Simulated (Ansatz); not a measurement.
ZrC in the CsCl-type structure

Level of theory: DFT, r²SCAN, scalar-relativistic, no spin polarisation; plane waves to 500 eV with PAW datasets (Ansatz 0.2.0), Γ-centred 12×12×12 mesh, 0.05 eV Gaussian smearing. The datasets are Ansatz's generated set soft_2.

```
Zr C
1.0
     2.91612    0.00000    0.00000
     0.00000    2.91612    0.00000
     0.00000    0.00000    2.91612
Zr C
1 1
Direct
  0.00000 0.00000 0.00000
  0.50000 0.50000 0.50000
```

This is a trial structure; measured cells of the compound in the Crystallography Open Database are in space group Fm-3m (rock salt).

At this volume the pressure is 0.00 GPa.

The cell has space group Pm-3m (read at 0.01 Å). In it the stress is 0.00, 0.00, 0.00, 0.00, 0.00, 0.00 GPa and the largest force component 0.000 eV/Å. Each change below starts from this cell, without further relaxation. Stress is in GPa, positive in compression, in the order xx, yy, zz, yz, xz, xy; energies are counted from the cell above and are free energies with the smearing's entropy, which match forces and stress in a metal.

Task: What happens when atom 1 (Zr) is moved by 0.05 Å along z?

Result: The energy changes by 0.3 meV per cell, and the force on it along the shift is -0.0112 eV/Å (−F/u = 0.22 eV/Å²). Stress: 0.50, 0.50, -0.45, 0.00, 0.00, 0.00.
```tsv
atom	Fx (eV/Å)	Fy	Fz
Zr1	0.000	0.000	-0.011
C2	0.000	0.000	0.011
```

Task: What stress follows from an engineering strain of 1 % in xy, atoms carried along?

Result: 0.00, 0.00, 0.09, 0.00, 0.00, 2.81 GPa; the energy changes by -2.2 meV per cell.
The stress changes with the wrong sign for a stable crystal (a clamped-atom constant of about -281 GPa), so the cell is unstable against this strain on this mesh; in a metal a finer mesh can change the sign.

Task: All atoms and the cell are disturbed at random:
```xyz
2
Lattice="2.9147 -0.0240 0.0128 -0.0240 2.9359 0.0284 0.0128 0.0284 2.9654" Properties=species:S:1:pos:R:3 pbc="T T T"
Zr    0.0577    0.0192   -0.1996
C     1.3941    1.4510    1.7029
```
Give the energy change, the stress and the forces.

Result: -51.3 meV per cell; stress 13.67, 15.04, -11.53, 2.26, 0.94, -3.17 GPa.
| atom | Fx (eV/Å) | Fy | Fz |
| --- | --- | --- | --- |
| Zr1 | -0.102 | -0.103 | -0.283 |
| C2 | 0.102 | 0.104 | 0.283 |

A displaced or strained copy of the relaxed cell lay 26.0 meV/atom lower, so the structure isn't a true minimum at this level.
